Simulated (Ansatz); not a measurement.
input.yaml

```yaml
crystal:
  lattice:
    - [0.08716, 2.17873852, 2.17873852]
    - [2.17873852, 0.08716, 2.17873852]
    - [2.17873852, 2.17873852, 0.08716]
  atoms:
    - { symbol: Ta, position: [0.4920511666, 0.4920511666, 0.4920511666] }
    - { symbol: "N", position: [0.0079488334, 0.0079488334, 0.0079488334] }
basis:
  ecutwfc: 420
kpoints:
  mp_grid: { grid: [15, 15, 15] }
hamiltonian:
  xc: pbesol
scf:
  occupations: { method: gaussian, width: 0.1 }
output:
  forces: true
  stress: true
  eigenvalues: true
```

Command:
```bash
ansatz run input.yaml --threads 1 --pin off --max-ram 1331MiB --backend cpu --events-out ev --progress --plain --runs-dir out
```

The calculation used Ansatz 0.2.0, DFT PBEsol, scalar-relativistic, plane waves, PAW.

Abridged output:

```
Pseudopotentials: kind: paw
Pseudopotential: Ta, paw, valence charge 13, recommended cutoff 420 eV (normal)
Pseudopotential: N, paw, valence charge 5, recommended cutoff 420 eV (normal)
Functional definition: PBEsol
Crystal: 2 atoms, lattice volume = 19.444 Å³
Basis set: ecut = 420 eV, 369 PW (Γ), exchange–correlation on 48×48×48 points (8 copies of the dense FFT grid, shifted against one another)
Bands: 13, of which v1, the nominal top of the filled ones, is band 9 counted from 1 (8 counted from 0)
Symmetry: 6 space group operations
Space group: R3m (ITA 160), of the structure as read, at distance tolerance 2.7e-5 Å
k-points: 344 of 3375 (time reversal used)
Initial density: superposition of atomic densities (neutral atoms: chi_scale 0, normalization atom), corrected by the library's trained network
Initial wavefunctions: pseudopotential atomic-orbital guess
Functional: x = pbesol(κ = 0.804, μ = 0.12345679), c = pbesol(β = 0.046)
SCF iter   1: F=—  HF=-10186.812579 eV  |F-HF|=—  |Δ(HF+E_count)|=         —  Δρ=1.62e-2  dr2=4.93e-2  ethr=1.77e-3  ⟨swp⟩=5.7  Hψ=23212  notcnv=0
SCF iter   2: F=—  HF=-10186.805028 eV  |F-HF|=—  |Δ(HF+E_count)|=   7.55e-3  Δρ=9.45e-3  dr2=1.85e-2  ethr=2.74e-4  ⟨swp⟩=1.0  Hψ=7224  notcnv=0
SCF iter   3: F=—  HF=-10186.800475 eV  |F-HF|=—  |Δ(HF+E_count)|=   4.55e-3  Δρ=8.39e-4  dr2=6.98e-5  ethr=1.03e-4  ⟨swp⟩=2.1  Hψ=5752  notcnv=0
SCF iter   4: F=—  HF=-10186.800433 eV  |F-HF|=—  |Δ(HF+E_count)|=   4.22e-5  Δρ=1.32e-4  dr2=3.80e-6  ethr=3.88e-7  ⟨swp⟩=2.0  Hψ=7535  notcnv=0
SCF iter   5: F=-10186.800432 eV  HF=-10186.800432 eV  |F-HF|=2.49e-8  |Δ(HF+E_count)|=   1.20e-6  Δρ=1.84e-5  dr2=3.91e-8  ethr=2.11e-8  ⟨swp⟩=2.4  Hψ=7044  notcnv=0
SCF iter   6: F=-10186.800432 eV  HF=-10186.800432 eV  |F-HF|=1.53e-10  |Δ(HF+E_count)|=   1.04e-8  Δρ=4.88e-6  dr2=1.64e-9  ethr=2.17e-10  ⟨swp⟩=3.0  Hψ=17628  notcnv=0
SCF 1 converged in 6 iterations: F = -10186.800432 eV  dr2 = 1.64e-9
SCF converged after 6 iterations
Free energy (F): -10186.800432 eV
Harris-Foulkes:  -10186.800432 eV  (|F-HF|=1.53e-10)
Internal energy: -10186.797029 eV  (E = F + TS)
E sigma→0 (E₀):  -10186.798730 eV
Entropy (-TS):   -0.003403 eV (-1.701 meV/atom)
Fermi energy:    23.629699 eV
--- Per-component energies (eV) ---
  E_band       = -11.364266
  E_kinetic    = 508.273651
  E_local      = -527.649930  (includes V_loc(G=0)·N_el)
  E_nonlocal   = 64.543319
  E_hartree    = 182.436043
  E_xc         = -280.362102
  E_vxc        = -284.890421  (∫ρ·V_xc dr)
  E_paw        = -8396.729401  (= ΣΔE_a)
  E_vpaw       = -136.512716  (= ΣTr[D̂ρ^β])
  E_aug_tail   = 0.000251  (compensation charges beyond the density's cutoff)
  E_ewald      = -1737.550607
  E_core_change = 0.241745  (= ΣΔE_core)
  E_smearing   = -0.003403  (= −TS)
--- Forces (eV/Å), atoms counted from 1 ---
  atom   1  Ta     0.98795297     0.98795297     0.98795297
  atom   2  N     -0.98795826    -0.98795826    -0.98795826
--- Stress (GPa, compression-positive) ---
       34.927536      -4.694188      -4.694188
       -4.694188      34.927536      -4.694188
       -4.694188      -4.694188      34.927536
  P = ⅓ Tr σ = 34.9275 GPa (349.275 kbar)
--- Band table (eV; the first three rows and the last of 344) ---
  k-point 0: bands = ["-45.5544", "-11.8902", "-11.7174", "-11.7174", "4.1861", "18.7316", "19.4115", "19.4115", "21.3801", "21.8227", "21.8227", "24.0908", "24.0908"]
  k-point 1: bands = ["-45.5502", "-11.8995", "-11.7730", "-11.7245", "4.3177", "18.2847", "19.1037", "19.2226", "21.2129", "21.8969", "21.9801", "24.6003", "24.6258"]
  k-point 2: bands = ["-45.5382", "-11.9824", "-11.8697", "-11.7446", "4.6938", "17.3474", "18.3918", "18.4582", "21.3363", "22.2466", "22.2498", "25.7738", "25.8230"]
  k-point 343: bands = ["-45.4837", "-12.9431", "-11.8383", "-11.8016", "7.5084", "12.7361", "15.8636", "15.8749", "25.0973", "25.5178", "25.6680", "28.6413", "31.6541"]
```

The run converged.

Spin–orbit coupling is left out, which can shift energies with elements as heavy as these.